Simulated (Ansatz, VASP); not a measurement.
Two plane-wave programs on Se

```
Se
1.0
     4.06815    0.00000    0.00000
    -2.03407    3.52312    0.00000
     0.00000    0.00000    5.12773
Se
3
Direct
  0.24735 0.00000 0.33333
  0.00000 0.24735 0.66667
  0.75265 0.75265 0.00000
```

Alike in both runs: task single point; functional PBE; dispersion D3(BJ); k mesh 12 × 12 × 8; occupations gaussian, width 0.05 eV; no spin polarisation.

|  | VASP | Ansatz |
| --- | --- | --- |
| version | VASP 6.6.1 | Ansatz 0.2.0 |
| potentials or method | VASP PAW PBE potentials, release 64 (Se) | scalar-relativistic, plane waves, PAW |
| plane-wave cutoff (eV) | 520 | 420 |
| valence electrons in the cell | 18 | 48 |

Ansatz gave:

```
gap on the k mesh at the Fermi level (eV)       : 0.52
least direct gap on the mesh (eV)               : 0.54
pressure (GPa)                                  : 0.0
largest component of the traceless stress (GPa) : 0.02
rms of the force components (eV/Å)              : 0.001
```

Estimate VASP's values.

gap on the k mesh at the Fermi level (eV): 0.51; least direct gap on the mesh (eV): 0.53; pressure (GPa): 0.1; largest component of the traceless stress (GPa): 0.06; rms of the force components (eV/Å): 0.011.

Atom by atom the forces differ by 0.012 eV/Å (rms over components). The two sets of potentials don't hold the same shells in valence.

A k mesh can miss the band edges. As with any semilocal functional, this PBE gap is likely too small.
